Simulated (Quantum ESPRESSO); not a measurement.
Input of a Quantum ESPRESSO 7.5 run:

Contents of pw.in:

```
&CONTROL
  calculation = 'scf'
  prefix = 'pwscf'
  outdir = './tmp'
  pseudo_dir = './pseudo'
  tprnfor = .true.
  tstress = .true.
  disk_io = 'nowf'
/
&SYSTEM
  ibrav = 0
  nat = 2
  ntyp = 2
  ecutwfc = 55
  ecutrho = 440
  nbnd = 9
  occupations = 'smearing'
  smearing = 'fd'
  degauss = 0.00367493
/
&ELECTRONS
  conv_thr = 4d-10
  electron_maxstep = 120
  mixing_beta = 0.5
/
ATOMIC_SPECIES
Te   127.6000 Te_pbe_v1.uspp.F.UPF
Mg    24.3050 Mg.pbe-n-kjpaw_psl.0.3.0.UPF
CELL_PARAMETERS angstrom
   0.0000000000    3.2319988239    3.2319988239
   3.2319988239    0.0000000000    3.2319988239
   3.2319988239    3.2319988239    0.0000000000
ATOMIC_POSITIONS crystal
Te     0.2549180000    0.2445060000    0.2403030000
Mg     0.0080780000   -0.0126080000   -0.0020850000
K_POINTS automatic
7 7 7 0 0 0
```

Potentials or basis: SSSP 1.3 efficiency PBE.

The run is started by

```console
$ OMP_NUM_THREADS=1 pw.x -in pw.in > pw.out
```

Q: What does it give for the band gap on the k mesh?

A: 2.38 eV, direct.

Q: What does it give for the pressure?

A: 0.7 GPa.

Forces in eV/Å, atoms in the order of the input:
```
Te   0.001  0.148 -0.054
Mg  -0.001 -0.148  0.054
```

Caveat: spin-orbit coupling is left out, which moves the levels of the heavy elements.
